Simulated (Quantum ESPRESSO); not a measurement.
# InP (F-43m) in Quantum ESPRESSO: a series of runs, part 4 of 5

Quantum ESPRESSO 7.5. Earlier steps stand in the parts before.

## (5) Phonons, LDA, target pressure 50 GPa, at which the enthalpy is minimised

File pw.in:

```
&CONTROL
  calculation = 'scf'
  prefix = 'pwscf'
  outdir = './tmp'
  pseudo_dir = './pseudo'
  tprnfor = .true.
  tstress = .true.
  disk_io = 'low'
/
&SYSTEM
  ibrav = 0
  nat = 2
  ntyp = 2
  ecutwfc = 56
  ecutrho = 448
  nbnd = 15
  occupations = 'smearing'
  smearing = 'fd'
  degauss = 0.00367493
/
&ELECTRONS
  conv_thr = 4d-10
  electron_maxstep = 120
  mixing_beta = 0.5
/
ATOMIC_SPECIES
In   114.8180 in_lda_v1.4.uspp.F.UPF
P     30.9738 p_lda_v1.5.uspp.F.UPF
CELL_PARAMETERS bohr
   0.0000000000    5.5378424082    5.5378424082
   5.5378424082    0.0000000000    5.5378424082
   5.5378424082    5.5378424082    0.0000000000
ATOMIC_POSITIONS bohr
In     0.0000000000    0.0000000000    0.0000000000
P      8.3067636123    8.3067636123    8.3067636123
K_POINTS automatic
4 4 4 1 1 1
```

File relax.in:

```
&CONTROL
  calculation = 'vc-relax'
  prefix = 'pwscf'
  outdir = './tmp'
  pseudo_dir = './pseudo'
  tprnfor = .true.
  tstress = .true.
  disk_io = 'low'
  nstep = 40
  forc_conv_thr = 0.0001
  etot_conv_thr = 1d-06
/
&SYSTEM
  ibrav = 0
  nat = 2
  ntyp = 2
  ecutwfc = 56
  ecutrho = 448
  nbnd = 15
  occupations = 'smearing'
  smearing = 'fd'
  degauss = 0.00367493
/
&ELECTRONS
  conv_thr = 4d-10
  electron_maxstep = 120
  mixing_beta = 0.5
/
&IONS
  ion_dynamics = 'bfgs'
/
&CELL
  cell_dynamics = 'bfgs'
  press = 500
  press_conv_thr = 0.2
/
ATOMIC_SPECIES
In   114.8180 in_lda_v1.4.uspp.F.UPF
P     30.9738 p_lda_v1.5.uspp.F.UPF
CELL_PARAMETERS bohr
   0.0000000000    5.5378424082    5.5378424082
   5.5378424082    0.0000000000    5.5378424082
   5.5378424082    5.5378424082    0.0000000000
ATOMIC_POSITIONS bohr
In     0.0000000000    0.0000000000    0.0000000000
P      8.3067636123    8.3067636123    8.3067636123
K_POINTS automatic
4 4 4 1 1 1
```

File scf2.in:

```
&CONTROL
  calculation = 'scf'
  prefix = 'pwscf'
  outdir = './tmp'
  pseudo_dir = './pseudo'
  tprnfor = .true.
  tstress = .true.
  disk_io = 'low'
/
&SYSTEM
  ibrav = 0
  nat = 2
  ntyp = 2
  ecutwfc = 56
  ecutrho = 448
  nbnd = 15
  occupations = 'fixed'
/
&ELECTRONS
  conv_thr = 1d-13
  electron_maxstep = 120
  mixing_beta = 0.5
  startingpot = 'file'
  startingwfc = 'file'
/
ATOMIC_SPECIES
In   114.8180 in_lda_v1.4.uspp.F.UPF
P     30.9738 p_lda_v1.5.uspp.F.UPF
CELL_PARAMETERS bohr
   0.0000000000    4.9191792367    4.9191792367
   4.9191792367    0.0000000000    4.9191792367
   4.9191792367    4.9191792367    0.0000000000
ATOMIC_POSITIONS bohr
In     0.0000000000    0.0000000000    0.0000000000
P      7.3787688550    7.3787688550    7.3787688550
K_POINTS automatic
4 4 4 1 1 1
```

File ph.in:

```
phonons of InP
&INPUTPH
  prefix = 'pwscf'
  outdir = './tmp'
  tr2_ph = 1d-18
  fildyn = 'dyn'
  niter_ph = 90
  alpha_mix(1) = 0.7
  epsil = .true.
/
0.0000000000 0.0000000000 0.0000000000
```

File dynmat.in:

```
&INPUT
  fildyn = 'dyn'
  asr = 'crystal'
  lperm = .true.
  filout = 'dynmat.disp'
  fileig = 'dynmat.eig'
/
```

File dynmat_lo.in:

```
&INPUT
  fildyn = 'dyn'
  asr = 'crystal'
  filout = 'dynmat_lo.disp'
  fileig = 'dynmat_lo.eig'
  q(1) = 0
  q(2) = 0
  q(3) = 1
/
```

Potentials or basis: GBRV 1.5 LDA.

Command:

```bash
> OMP_NUM_THREADS=1 pw.x -in pw.in > pw.out
> OMP_NUM_THREADS=1 pw.x -in relax.in > relax.out
> OMP_NUM_THREADS=1 pw.x -in scf2.in > scf2.out
> OMP_NUM_THREADS=1 ph.x -in ph.in > ph.out
> OMP_NUM_THREADS=1 dynmat.x -in dynmat.in > dynmat.out
> OMP_NUM_THREADS=1 dynmat.x -in dynmat_lo.in > dynmat_lo.out
```

pw.out:

```text
This program is part of the open-source Quantum ESPRESSO suite
     for quantum simulation of materials; please cite
[... 9 lines left out ...]
     --------------------
     sticks:   dense  smooth     PW     G-vecs:    dense   smooth      PW
     Sum        1891     955    283                54313    19339    3143

     Using Slab Decomposition

     bravais-lattice index     =            0
     lattice parameter (alat)  =       7.8317  a.u.
     unit-cell volume          =     339.6658 (a.u.)^3
     number of atoms/cell      =            2
     number of atomic types    =            2
     number of electrons       =        18.00
     number of Kohn-Sham states=           15
     kinetic-energy cutoff     =      56.0000  Ry
     charge density cutoff     =     448.0000  Ry
     scf convergence threshold =      4.0E-10
     mixing beta               =       0.5000
     number of iterations used =            8  plain     mixing
     Exchange-correlation=  SLA  PZ   NOGX NOGC
                           (   1   1   0   0   0   0   0)

     celldm(1)=   7.831692  celldm(2)=   0.000000  celldm(3)=   0.000000
     celldm(4)=   0.000000  celldm(5)=   0.000000  celldm(6)=   0.000000

     crystal axes: (cart. coord. in units of alat)
               a(1) = (   0.000000   0.707107   0.707107 )
               a(2) = (   0.707107   0.000000   0.707107 )
               a(3) = (   0.707107   0.707107   0.000000 )

[... 72 lines left out ...]

     total energy              =    -147.72528583 Ry
     estimated scf accuracy    <       2.66376562 Ry
[... 50 lines left out ...]
     iteration #  9     ecut=    56.00 Ry     beta= 0.50
     Davidson diagonalization with overlap
     ethr =  1.41E-10,  avg # of iterations =  3.7

     End of self-consistent calculation

          k = 0.0884 0.0884 0.0884 (  2400 PWs)   bands (ev):

    -7.4443  -7.4172  -7.4172  -7.2698  -7.2698  -4.6583   5.1144   6.5414
     6.5414   8.1954  10.8183  10.9575  10.9575  15.4863  15.4863

          k = 0.2652 0.2652-0.0884 (  2409 PWs)   bands (ev):

    -7.5130  -7.3912  -7.3883  -7.2729  -7.2611  -3.7928   2.5788   4.9681
     6.1105   9.0629  11.3609  11.5384  12.0845  14.6496  16.2196

          k =-0.2652-0.2652 0.4419 (  2410 PWs)   bands (ev):
[... 16 lines left out ...]
    -7.5776  -7.3613  -7.3331  -7.2932  -7.2517  -2.4793   1.0742   3.5469
     4.4240   9.7687  11.0030  12.4177  14.0618  15.4117  17.6987

          k = 0.0884-0.2652 0.4419 (  2404 PWs)   bands (ev):

    -7.5508  -7.3763  -7.3602  -7.2819  -7.2542  -3.1060   1.6312   4.1198
     5.2453   9.7845  10.7937  11.8666  13.2977  15.2278  17.3882

          k =-0.6187 0.0884 0.0884 (  2401 PWs)   bands (ev):

    -7.5988  -7.3342  -7.3264  -7.3121  -7.2392  -2.5490   1.0868   4.0098
     4.5237   8.6683   9.5336  14.3793  14.9439  16.0985  17.5097

          k = 0.2652 0.2652 0.2652 (  2421 PWs)   bands (ev):
[... 6 lines left out ...]
    -7.5610  -7.3704  -7.3540  -7.2769  -7.2600  -2.7165   1.1602   3.5779
     5.2172   9.3251  11.4930  12.8509  13.3870  15.1658  15.8675

     the Fermi energy is     7.3420 ev

!    total energy              =    -148.70722211 Ry
     estimated scf accuracy    <          1.9E-10 Ry
     smearing contrib. (-TS)   =      -0.00000000 Ry
     internal energy E=F+TS    =    -148.70722210 Ry

     The total energy is F=E-TS. E is the sum of the following terms:
     one-electron contribution =     -55.84954650 Ry
     hartree contribution      =      40.00222791 Ry
     xc contribution           =     -43.13949932 Ry
     ewald contribution        =     -89.72040420 Ry

     convergence has been achieved in   9 iterations

     Forces acting on atoms (cartesian axes, Ry/au):

     atom    1 type  1   force =     0.00000000    0.00000000    0.00000000
     atom    2 type  2   force =     0.00000000    0.00000000    0.00000000

     Total force =     0.000000     Total SCF correction =     0.000000

     Computing stress (Cartesian axis) and pressure

          total   stress  (Ry/bohr**3)                   (kbar)     P=      -13.70
  -0.00009314   0.00000000   0.00000000          -13.70        0.00        0.00
   0.00000000  -0.00009314  -0.00000000            0.00      -13.70       -0.00
   0.00000000   0.00000000  -0.00009314            0.00        0.00      -13.70

=------------------------------------------------------------------------------=
   JOB DONE.
=------------------------------------------------------------------------------=
```

Run time: 3.9 min. Hardware: 1 thread of Arm Neoverse V2, shared host; peak memory 0.23 GiB.

Results:

- Free energy: -2021.6057 eV
- Relaxed volume: 17.64 Å³/atom
- Relaxed cell: a = 3.681 Å, b = 3.681 Å, c = 3.681 Å, α = 60.00°, β = 60.00°, γ = 60.00°
- Space group after relaxing (to 0.05 Å): F-43m (No. 216)
- Pressure after relaxing: 50.9 GPa
- Electronic dielectric tensor (diagonal): 10.23
- Born charges (mean of the diagonal): In +1.98; P -2.06 e
- Highest phonon frequency at Γ, LO-TO splitting left out: 461 cm⁻¹
- Static dielectric tensor (diagonal): 11.32

The path:
```csv
step,energy change (eV),largest force (eV/Å),pressure (GPa),volume (Å³)
1,0.0000,0.0000,-1.37,50.33
2,0.8472,0.0000,31.36,38.27
3,2.1486,0.0000,63.04,33.71
4,1.5443,0.0000,48.77,35.45
5,1.5928,0.0000,49.93,35.29
6,1.5957,0.0000,50.00,35.28
```

Final structure:
```yaml
crystal:
  lattice:
    - [0.00000, 2.60312, 2.60312]
    - [2.60312, 0.00000, 2.60312]
    - [2.60312, 2.60312, 0.00000]
  atoms:
    - { symbol: In, position: [0.00000, 0.00000, 0.00000] }
    - { symbol: P, position: [0.75000, 0.75000, 0.75000] }
```

Levels at points of the mesh, in eV from the valence-band top:
| k point | band 5 | band 6 | band 7 | band 8 | band 9 | band 10 | band 11 | band 12 | band 13 | band 14 |
| --- | --- | --- | --- | --- | --- | --- | --- | --- | --- | --- |
| (0.12, 0.12, 0.12) | -14.85 | -14.04 | -1.46 | 0.00 | 0.00 | 2.93 | 4.40 | 4.40 | 4.66 | 9.27 |

Phonon frequencies in cm⁻¹ (negative: imaginary):
```
              q point           frequencies
(0.000, 0.000, 0.000)  -8 -8 -8 461 461 461
```

Electronic dielectric tensor:
```
10.23  0.00  0.00
 0.00 10.23  0.00
 0.00  0.00 10.23
```

Born effective charge tensors (e):
atom 1, In
```
1.98 0.00 0.00
0.00 1.98 0.00
0.00 0.00 1.98
```
atom 2, P
```
-2.06  0.00  0.00
 0.00 -2.06  0.00
 0.00  0.00 -2.06
```

Optical modes at Γ, degenerate ones joined, polar ones without the macroscopic field:
| cm⁻¹ | components | symmetry | active in | IR intensity, summed ((D/Å)²/amu) |
| --- | --- | --- | --- | --- |
| 461 | 3 | T2 | IR and Raman | 11.53 |

Zone-centre frequencies without and with the macroscopic field along z (cm⁻¹):
|  | optical modes in rising order |
| --- | --- |
| without | 461 461 461 |
| with the field | 461 461 485 |

Static dielectric tensor, electrons and zone-centre modes:
```
11.32  0.00  0.00
 0.00 11.32  0.00
 0.00  0.00 11.32
```

Caveat: the mesh is thin for the dielectric tensor, Born charges and intensities, which usually come out too large; the volume moved by over 15 % at a fixed basis, so the end points are rough; the cell is more than 3 GPa from zero pressure, which shifts response properties; the Born charges break their sum rule by 0.08 e, a sign of too thin a mesh.

[end of part 4 of 5]
